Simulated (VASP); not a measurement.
## CuO: equation of state with PBE

CuO:

```
Cu O
1.0
     4.16094    0.00000    0.00000
     0.00000    4.16094    0.00000
     0.00000    0.00000    3.88764
Cu O
3 3
Cartesian
  2.0805 0.0000 1.9438
  0.0000 2.0805 1.9438
  0.0000 0.0000 0.0000
  0.0000 0.0000 1.9438
  2.0805 0.0000 0.0000
  0.0000 2.0805 0.0000
```

Measurements of this composition are mostly on another form, of space group No. 15.

```yaml
Program: VASP 6.6.1
Task: equation of state
Functional: PBE
Potentials_or_basis: VASP PAW PBE potentials, release 64 (Cu, O)
Cutoff: 520 eV
k_mesh: 7 × 7 × 7
Occupations: fermi-dirac, width 0.05 eV
Spin: no spin polarisation
```

* Equilibrium volume: 11.41 Å³/atom
* Bulk modulus at fixed shape and positions: 140 GPa
* Pressure derivative of the bulk modulus: 4.7

Energy against volume, from the lowest point:
| volume (Å³/atom) | energy (meV/atom) |
| --- | --- |
| 10.545 | 33.68 |
| 10.769 | 17.81 |
| 10.994 | 7.28 |
| 11.218 | 1.51 |
| 11.442 | 0.00 |
| 11.667 | 2.31 |
| 11.891 | 8.01 |

All runs of the series together: 13 min on 1 thread of Intel(R) Xeon(R) Platinum 8375C CPU @ 2.90GHz (Ice Lake), with other jobs on the host.

Caveat: the cell was scaled at fixed shape and fractional positions, which overstates the stiffness of a crystal with free parameters, most of all of layers and chains; the run has no spin polarisation, though such a crystal can be magnetic.
